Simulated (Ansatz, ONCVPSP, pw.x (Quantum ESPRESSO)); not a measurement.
**pw.x on sc Ta: one setting changed**

Potential: optimised norm-conserving Vanderbilt (ONCV), ONCVPSP 4.0.1.1 (patched build), PBE; core [Kr] 4d10 4f14, reference 5s2 5p6 5d3 6s1 6p1; waves: 5s+6s: rc 1.90 bohr, ncon 4, nbas 7, qcut 8.4 1/bohr, 3 projectors, debl 2.1 Ha; 5p+6p: rc 2.50 bohr, ncon 3, nbas 6, qcut 5.1 1/bohr, 2 projectors; 5d: rc 2.70 bohr, ncon 3, nbas 6, qcut 4.7 1/bohr, 1 projector; local part: polynomial inside 1.25 bohr (lpopt 5, dvloc0 4 Ha); core correction: Teter function, fcfact 5.75, rcfact 1.7.

The reference run (k-mesh 12³, cutoffs 60/240 Ry, Fermi–Dirac 0.01 Ry, mixing_beta 0.4, conv_thr 1e-9, no spin) gives 2.04 GPa at 20.376 Å³/atom, where all-electron LAPW gives 1.79 GPa. This run, with its own iteration cap, changes degauss to 0.02.

```
&control
  calculation='scf', prefix='x', pseudo_dir='./', outdir='./tmp', tstress=.true., disk_io='none'
/
&system
  ibrav=0, nat=1, ntyp=1, ecutwfc=60, ecutrho=240, nbnd=14,
  occupations='smearing', smearing='fd', degauss=0.02
/
&electrons
  conv_thr=1e-09, mixing_beta=0.4, electron_maxstep=70
/
ATOMIC_SPECIES
Ta 1.0 Ta.UPF
CELL_PARAMETERS angstrom
  2.73132247 0.00000000 0.00000000
  0.00000000 2.73132247 0.00000000
  0.00000000 0.00000000 2.73132247
ATOMIC_POSITIONS crystal
Ta 0.0000 0.0000 0.0000
K_POINTS automatic
12 12 12 0 0 0
```

```bash
pw.x < Ta.scf.in > Ta.scf.out
```

Task: How does the run end?

Result: It converges in 9 iterations; the free energy moves by -85.3 meV/atom and the pressure by +0.78 GPa. In a metal, with Fermi–Dirac smearing, F lies below its zero-width value by a term in the square of the width.

```
Message from routine setup:
     using ibrav=0 with symmetry is DISCOURAGED, use correct ibrav instead
     lattice parameter (alat)  =       5.1615  a.u.
     unit-cell volume          =     137.5041 (a.u.)^3
     number of electrons       =        13.00
     number of Kohn-Sham states=           14
     kinetic-energy cutoff     =      60.0000  Ry
     charge density cutoff     =     240.0000  Ry
     scf convergence threshold =      1.0E-09
     Exchange-correlation= PBE
     number of k points=    84  Fermi-Dirac smearing, width (Ry)=  0.0200
     iteration #  1     ecut=    60.00 Ry     beta= 0.40
     total energy              =    -145.28322610 Ry
     estimated scf accuracy    <       0.02906528 Ry
     iteration #  2     ecut=    60.00 Ry     beta= 0.40
     total energy              =    -145.28330730 Ry
     estimated scf accuracy    <       0.00576830 Ry
     iteration #  3     ecut=    60.00 Ry     beta= 0.40
     total energy              =    -145.28381823 Ry
     estimated scf accuracy    <       0.00046403 Ry
     iteration #  4     ecut=    60.00 Ry     beta= 0.40
     total energy              =    -145.28384462 Ry
     estimated scf accuracy    <       0.00000354 Ry
     iteration #  5     ecut=    60.00 Ry     beta= 0.40
     total energy              =    -145.28384832 Ry
     estimated scf accuracy    <       0.00000051 Ry
     iteration #  6     ecut=    60.00 Ry     beta= 0.40
     total energy              =    -145.28384846 Ry
     estimated scf accuracy    <       0.00000008 Ry
     iteration #  7     ecut=    60.00 Ry     beta= 0.40
     total energy              =    -145.28384845 Ry
     estimated scf accuracy    <       0.00000002 Ry
     iteration #  8     ecut=    60.00 Ry     beta= 0.40
     total energy              =    -145.28384845 Ry
     estimated scf accuracy    <          6.3E-09 Ry
     iteration #  9     ecut=    60.00 Ry     beta= 0.40
     the Fermi energy is    16.3034 ev
!    total energy              =    -145.28384845 Ry
     estimated scf accuracy    <          1.3E-10 Ry
     smearing contrib. (-TS)   =      -0.01757547 Ry
     The total energy is F=E-TS. E is the sum of the following terms:
     one-electron contribution =     -21.55377501 Ry
     hartree contribution      =      17.12736470 Ry
     xc contribution           =     -47.93900310 Ry
     ewald contribution        =     -92.90085957 Ry
     convergence has been achieved in   9 iterations
          total   stress  (Ry/bohr**3)                   (kbar)     P=       28.14
     Message from routine punch:
     Nothing written, as per user request (disk_io='none')
```

The run took about 19 s on one core of a shared host (Neoverse-N1, 64 threads, 124 GiB, load 58).
